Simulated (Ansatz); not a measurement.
Input and command of a plane-wave DFT calculation in Ansatz:

```yaml
crystal:
  lattice:
    - [0.0, 2.13515, 2.13515]
    - [2.13515, 0.0, 2.13515]
    - [2.13515, 2.13515, 0.0]
  atoms:
    - { symbol: Mg, position: [0.0, 0.0, 0.0] }
    - { symbol: O, position: [0.3594946491, 0.5, 0.5] }
basis:
  ecutwfc: 420
kpoints:
  mp_grid: { grid: [10, 10, 10] }
hamiltonian:
  xc: pbe
scf:
  occupations: { method: gaussian, width: 0.05 }
output:
  forces: true
  stress: true
  eigenvalues: true
  write_density: true
  write_potential: true
  elf: true
  volumetric_format: npy
```

```bash
ansatz run input.yaml --threads 1 --pin off --max-ram 2560MiB --backend cpu --events-out ev --progress --plain --runs-dir out
```

Processor: Arm Neoverse V2, 1 thread, on a host shared with other jobs.

Task: How long does it run, and how much memory does it take?

Result: About 4.2 s on 1 thread of Arm Neoverse V2, with other jobs on the host, peak memory 0.31 GiB. It solves 12 bands at 171 k points (the mesh reduced by symmetry) with about 339 plane waves, in 6 SCF iterations.
